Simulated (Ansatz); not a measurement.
# TaN: the cost of one run

Method: DFT PBEsol, scalar-relativistic, in Ansatz 0.2.0.

## (1) The structure to begin with

It takes space group Fm-3m (No. 225, cubic). Conventional cell: a = 4.358 Å, b = 4.358 Å, c = 4.358 Å, α = 90.00°, β = 90.00°, γ = 90.00°. Around Ta (site symmetry m-3m) lie 6 N at 2.18 Å. Around N (site symmetry m-3m) lie 6 Ta at 2.18 Å.

As a file:

```cif
data_structure
_symmetry_space_group_name_H-M 'Fm-3m'
_symmetry_Int_Tables_number 225
_cell_length_a 4.3580
_cell_length_b 4.3580
_cell_length_c 4.3580
_cell_angle_alpha 90.000
_cell_angle_beta 90.000
_cell_angle_gamma 90.000
_cell_volume 82.77
loop_
_atom_site_label
_atom_site_type_symbol
_atom_site_symmetry_multiplicity
_atom_site_Wyckoff_symbol
_atom_site_fract_x
_atom_site_fract_y
_atom_site_fract_z
_atom_site_occupancy
Ta1 Ta 4 b 0.50000 0.00000 0.00000 1
N1 N 4 a 0.00000 0.00000 0.00000 1
```

The file gives the conventional cell by its symmetry; the runs use the cell typed in the input.

Atoms are numbered in the order of the input: Ta1, N2.

## (2) The deformed structure

Space group Fm-3m before, R-3m after.

## (3) Full-potential LAPW

Input file input.yaml:

```yaml
crystal:
  lattice:
    - [0.02179, 2.189895, 2.189895]
    - [2.189895, 0.02179, 2.189895]
    - [2.189895, 2.189895, 0.02179]
  atoms:
    - { symbol: Ta, position: [0.5, 0.5, 0.5] }
    - { symbol: "N", position: [0.0, 0.0, 0.0] }
kpoints:
  mp_grid: { grid: [9, 9, 9] }
  band_path:
    path:
      - [0.0, 0.0, 0.0]
      - [0.5, 0.5, 0.5]
      - [0.247543133, 0.5, 0.752456867]
      - [-0.247543133, 0.247543133, 0.5]
      - [0.0, 0.0, 0.5]
      - [0.0, 0.0, 0.0]
      - [-0.3737715665, 0.0, 0.3737715665]
      - [0.0, 0.3737715665, 0.6262284335]
      - [0.0, 0.5, 0.5]
    npoints: 5
scf:
  occupations: { method: fermi_dirac, width: 0.02 }
hamiltonian:
  xc: pbesol
  pseudopotentials: { kind: all_electron, lapw: { basis_error: 0.0005 } }
output:
  forces: true
  stress: true
  eigenvalues: true
```

Started as:

```sh
> ansatz run input.yaml --threads 1 --pin off --max-ram 3072MiB --backend cpu --events-out ev --progress --plain --runs-dir out
```

Q: Estimate wall time and peak memory on 1 thread of Arm Neoverse V2, shared host.

About 33 s, with a peak of 0.47 GiB.
